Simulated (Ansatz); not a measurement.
Set up this calculation in Ansatz 0.2.0, as the native input.

```yaml
Task: band structure
Functional: PBEsol
Potentials_or_basis: Ansatz PAW
Cutoff: "420 eV (not typed: the program's choice for these potentials)"
k_mesh: 8 × 8 × 8
Occupations: fermi-dirac, width 0.05 eV
Spin: no spin polarisation
Path: "[[\"G\", \"X\", \"W\", \"K\", \"G\", \"L\", \"U\", \"W\", \"L\", \"K\"], [\"U\", \"X\"]]"
Points_for_each_segment_of_the_path: 14
```

The system is InP.

```
In P
1.0
     0.00000    2.93050    2.93050
     2.93050    0.00000    2.93050
     2.93050    2.93050    0.00000
In P
1 1
Direct
  0.00000 0.00000 0.00000
  0.75000 0.75000 0.75000
```

The input as run:

input.yaml

```yaml
crystal:
  lattice:
    - [0.0, 2.9305, 2.9305]
    - [2.9305, 0.0, 2.9305]
    - [2.9305, 2.9305, 0.0]
  atoms:
    - { symbol: In, position: [0.0, 0.0, 0.0] }
    - { symbol: P, position: [0.75, 0.75, 0.75] }
hamiltonian:
  xc: pbesol
  pseudopotentials: { kind: paw }
kpoints:
  mp_grid: { grid: [8, 8, 8] }
  band_path:
    path:
      - [[0.0, 0.0, 0.0], [0.5, 0.0, 0.5], [0.5, 0.25, 0.75], [0.375, 0.375, 0.75], [0.0, 0.0, 0.0], [0.5, 0.5, 0.5], [0.625, 0.25, 0.625], [0.5, 0.25, 0.75], [0.5, 0.5, 0.5], [0.375, 0.375, 0.75]]
      - [[0.625, 0.25, 0.625], [0.5, 0.0, 0.5]]
    npoints: 14
scf:
  occupations: { method: fermi_dirac, width: 0.05 }
  n_extra_bands: 6
output:
  forces: true
  stress: true
  eigenvalues: true
  fatbands: false
```

Potentials or basis: Ansatz PAW.

The run is started by

```console
$ ansatz run input.yaml --threads 2 --pin off --max-ram 5632MiB --backend cpu --events-out ev --progress --plain --runs-dir out
```

It gave:

The pressure is 0.6 GPa. The band gap on the k mesh is 0.62 eV, direct and the band gap along the path is 0.62 eV, direct.

Caveat: spin-orbit coupling is left out, which moves the levels of the heavy elements; the PAW data sets come from PBE, with cores solved anew for the run's functional, which leaves a small shift of forces and pressure.

It took 4.3 s on 2 threads of Arm Neoverse V1, on a shared host, peak memory 0.31 GiB.
